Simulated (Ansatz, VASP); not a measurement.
Zn: VASP beside Ansatz

```xyz
5
Lattice="2.6648 0.0000 0.0000 -1.3324 2.3078 0.0000 0.0000 0.0000 24.8934" Properties=species:S:1:pos:R:3 pbc="T T T"
Zn    0.0000    1.5385    7.5000
Zn    1.3324    0.7693    9.9733
Zn    0.0000    1.5385   12.4467
Zn    1.3324    0.7693   14.9201
Zn    0.0000    1.5385   17.3934
```

Alike in both runs: task single point; functional PBE; k mesh 11 × 11 × 1; occupations fermi-dirac, width 0.05 eV; no spin polarisation.

|  | VASP | Ansatz |
| --- | --- | --- |
| version | VASP 6.6.1 | Ansatz 0.2.0 |
| potentials or method | VASP PAW PBE potentials, release 64 (Zn) | Ansatz PAW |
| plane-wave cutoff (eV) | 520 | 420 |
| valence electrons in the cell | 60 | 60 |

Ansatz gave:

| Item | Value |
| --- | --- |
| gap on the k mesh at the Fermi level (eV) | none |
| rms of the force components (eV/Å) | 0.059 |
| work function, face that differs most (eV) | 4.05 |

Question: What did VASP give for the same quantities?

Answer: gap on the k mesh at the Fermi level (eV): none; rms of the force components (eV/Å): 0.060; work function, face that differs most (eV): 4.05.

Atom by atom the forces differ by 0.003 eV/Å (rms over components). A gap of «none» marks a metal or a gap that the smearing closes.
